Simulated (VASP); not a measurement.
A calculation with VASP 6.6.1 of CO2 (native input, structure from a POSCAR):

INCAR

```
SYSTEM = CO2
PREC     = Accurate       ! precision mode
ENCUT    = 550            ! plane-wave cutoff, eV
EDIFF    = 1E-7           ! SCF threshold, eV
ISMEAR   = 0              ! smearing method
SIGMA    = 0.02           ! smearing width, eV
LREAL    = .FALSE.        ! projectors in reciprocal space
LASPH    = .TRUE.         ! aspherical terms in the spheres
NELM     = 100            ! most SCF steps
ALGO     = Fast           ! electronic algorithm
ISIF     = 2              ! what is computed and relaxed
LWAVE    = .FALSE.        ! write WAVECAR
LCHARG   = .FALSE.        ! write CHGCAR
GGA      = PE             ! functional
```

Contents of KPOINTS:

```
Automatic mesh
0
G
  6 6 6
  0 0 0
```

POSCAR

```
CO2
4.2272
    1.000003025643      0.000000000000      0.000000000000
    0.000000000000      1.000003025643      0.000000000000
    0.000000000000      0.000000000000      1.108954293622
O C
4 2
Direct
    0.8048268600      0.8048268600      0.0000000000
    0.1951731400      0.1951731400      0.0000000000
    0.6951731400      0.3048268600      0.5000000000
    0.3048268600      0.6951731400      0.5000000000
    0.0000000000      0.0000000000      0.0000000000
    0.5000000000      0.5000000000      0.5000000000
```

Potentials or basis: VASP PAW PBE potentials, release 64 (O_GW, C_GW).

Run with:

```sh
$ cat potpaw_PBE.64/O_GW/POTCAR potpaw_PBE.64/C_GW/POTCAR > POTCAR
$ mpirun -np 1 vasp_std > vasp.out
```

The cell comes from a database or a generator and needn't be the stable form of this composition.

Problem. Write the same calculation in another form: ASE script, structure from a CIF.

Solution. As run:

run.py

```python
from ase.calculators.vasp import Vasp
from ase.dft.bandgap import bandgap
from ase.io import read

atoms = read('CO2.cif', primitive_cell=True, subtrans_included=False)
calc = Vasp(
    directory='calc',
    xc='pbe',
    pp='PBE',
    setups='gw',
    prec='Accurate',
    encut=550,
    ediff=1e-06,
    ismear=0,
    sigma=0.02,
    lreal=False,
    lasph=True,
    nelm=80,
    algo='Fast',
    isif=2,
    lwave=False,
    lcharg=True,
    lelf=True,
    lvhar=True,
    kpts=[6, 6, 6],
    gamma=True,
    nbands=25,
)
atoms.calc = calc

print('energy (eV):', atoms.get_potential_energy())
print('free energy (eV):', atoms.get_potential_energy(force_consistent=True))
print('forces (eV/A):')
print(atoms.get_forces())
print('stress (eV/A^3, Voigt):', atoms.get_stress())
print('Fermi level (eV):', calc.get_fermi_level())
gap, top, bottom = bandgap(calc)
print('band gap (eV):', gap, 'from (spin, k, band)', top, 'to', bottom)
```

The input CO2.cif:

```cif
data_CO2
_cell_length_a 4.22721279
_cell_length_b 4.22721279
_cell_length_c 4.68777159
_cell_angle_alpha 90.00000000
_cell_angle_beta 90.00000000
_cell_angle_gamma 90.00000000
_space_group_name_H-M_alt 'P4_2/mnm'
_space_group_name_Hall '-P 4n 2n'
_space_group_IT_number 136
loop_
_space_group_symop_operation_xyz
'x,y,z'
'-x,-y,-z'
'-y+1/2,x+1/2,z+1/2'
'y+1/2,-x+1/2,-z+1/2'
'-x,-y,z'
'x,y,-z'
'y+1/2,-x+1/2,z+1/2'
'-y+1/2,x+1/2,-z+1/2'
'x+1/2,-y+1/2,-z+1/2'
'-x+1/2,y+1/2,z+1/2'
'-y,-x,-z'
'y,x,z'
'-x+1/2,y+1/2,-z+1/2'
'x+1/2,-y+1/2,z+1/2'
'y,x,-z'
'-y,-x,z'
loop_
_atom_site_label
_atom_site_type_symbol
_atom_site_symmetry_multiplicity
_atom_site_Wyckoff_symbol
_atom_site_fract_x
_atom_site_fract_y
_atom_site_fract_z
_atom_site_occupancy
O1 O 4 f 0.8048268600 0.8048268600 0.0000000000 1
C1 C 2 a 0.0000000000 0.0000000000 0.0000000000 1
```

Potentials or basis: VASP PAW PBE potentials, release 64 (O_GW, C_GW).

The run is started by

```bash
$ python run.py
```

Both were run:

|  | native input, structure from a POSCAR | ASE script, structure from a CIF |
| --- | --- | --- |
| Pressure | 3.1 GPa | 3.1 GPa |
| Largest force | 0.440 eV/Å | 0.441 eV/Å |
| Band gap on the k mesh | 6.58 eV, indirect (least direct gap 7.05 eV) | 6.58 eV, indirect (least direct gap 7.05 eV) |

Keys that steer only the numerical path or the files written may differ.

Caveat: the standard files for N, O and F lose accuracy on very short bonds.
